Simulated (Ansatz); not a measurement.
## BAs in Ansatz: the effect of exact exchange

The system is BAs.

```
B As
1.0
     2.95701    0.00000    0.00000
     0.00000    2.95701    0.00000
     0.00000    0.00000    2.95701
B As
1 1
Cartesian
  1.4785 1.4785 1.4785
  0.0000 0.0000 0.0000
```

The cell was built by a generator and needn't be a form met in nature.

Alike in all runs:

| Property | Result |
| --- | --- |
| Program | Ansatz 0.2.0 |
| Task | single point |
| Functional | HSE06 form with a typed share of exact exchange |
| Potentials or basis | Ansatz PAW |
| Cutoff | 420 eV (not typed: the program's choice for these potentials) |
| k mesh | 5 × 5 × 5 |
| Occupations | fermi-dirac, width 0.05 eV |
| Spin | no spin polarisation |

| exact exchange | pressure (GPa) |
| --- | --- |
| 0.05 | -6.2 |
| 0.1 | -6.8 |
| 0.15 | -7.5 |
| 0.2 | -8.1 |
| 0.25 | -8.7 |
| 0.3 | -9.3 |
| 0.4 | -10.5 |
| 0.5 | ? |

What does the run with exact exchange 0.5 give?

Pressure -11.6 GPa.

Worked out: A straight line through the other rows of the pressure, of slope -12.3 GPa per unit of exact exchange, extrapolates to -11.8 GPa, against the run's -11.6.

Caveats: all runs use coarse meshes; the PAW data sets come from PBE, with cores solved anew for the run's functional, which leaves a small shift of forces and pressure; the thresholds are loose for stress.
